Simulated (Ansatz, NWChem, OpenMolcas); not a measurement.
Strength of the C–H bond: C4H9 → C4H8 + H

Species: C4H9 (1-butyl radical) `[CH2]CCC`, doublet; C4H8 (1-butene) `C=CCC`, singlet; H atom, doublet. 

Shapes, held fixed at every level: PBE0-D4/def2-TZVP. Flexible molecules stand in one conformer, not always the lowest. Programs: Ansatz 0.2.0, NWChem 7.3.0, OpenMolcas 26.06. A level may come from different programs for different species; with the same settings they agree closely. The zero-point and thermal change to 298 K, harmonic and unscaled (PBE0-D4/def2-TZVP), is -18.0 kJ/mol.

| level | kind | ΔH(298 K) (kJ/mol) |
| --- | --- | --- |
| SPW92/def2-TZVPP | LDA | +154.3 |
| r2SCAN-D4/def2-TZVPP | meta-GGA | +160.3 |
| B3LYP/6-31G* (spherical functions) | global hybrid | +150.2 |
| B3LYP-D4/def2-TZVPP | global hybrid | +145.2 |
| r2SCAN0-D4/def2-TZVPP | global hybrid | +169.1 |
| wB97M-V/def2-TZVPP | range-separated hybrid | +141.4 |
| B2PLYP/def2-TZVPP | double hybrid | +138.9 |
| MP2/def2-TZVPP | perturbation theory | +124.8 |

MP2/def2-TZVPP gives ΔH(298 K) = +124.8 kJ/mol; the levels span +124.8 to +169.1. A fragment pairs its electrons up again, so this isn't a typical strength of such a bond. The median of the levels is +147.7. No measured value is set beside it here. Open shells run unrestricted unless RO is named.
